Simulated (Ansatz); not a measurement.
# Calculated quadrupolar parameters for GaN under strain

The cell is a structure deposited in the COD, relaxed with PBE at fixed cell and then changed (z stretched by 3 %, ions relaxed).

```cif
data_structure
_symmetry_space_group_name_H-M 'P 1'
_symmetry_Int_Tables_number 1
_cell_length_a 3.1800
_cell_length_b 3.1800
_cell_length_c 5.3210
_cell_angle_alpha 90.000
_cell_angle_beta 90.000
_cell_angle_gamma 120.000
_cell_volume 46.60
loop_
_atom_site_label
_atom_site_type_symbol
_atom_site_fract_x
_atom_site_fract_y
_atom_site_fract_z
_atom_site_occupancy
Ga1 Ga 0.33333 0.66667 0.00623 1
Ga2 Ga 0.66667 0.33333 0.50623 1
N3 N 0.33333 0.66667 0.37877 1
N4 N 0.66667 0.33333 0.87877 1
```

Atoms are numbered from 1 in the order listed; like atoms form one site, named after its first atom.

Method: Kohn–Sham DFT in Ansatz, PBE, plane waves and PAW, scalar-relativistic, 420 eV cutoff, Γ-centred 11×11×6 k-points, Fermi–Dirac smearing 0.02 eV.

C_Q = eQV_zz/h, which is 24.18 MHz for Q = 1 b and V_zz = 10²¹ V/m²; η = (V_xx − V_yy)/V_zz.

⁶⁹Ga: I = 3/2, Q = 171.0 mb; 14N: I = 1, Q = 20.44 mb. Q values from Pyykkö, Mol. Phys. 116, 1328 (2018).

Q: Give the quadrupolar parameters of the distinct sites.

A: 

| site | atoms (order as listed) | first shell | V_zz (10²¹ V/m²) | η | C_Q (MHz) |
| --- | --- | --- | --- | --- | --- |
| Ga | 1, 2 | 4 N at 1.96–1.98 Å | 0.86 | 0.00 | 3.54 |
| N | 3, 4 | 4 Ga at 1.96–1.98 Å | 0.66 | 0.00 | 0.324 |

An axis of threefold or higher order runs through Ga and N, so V_zz lies along it and η is zero.
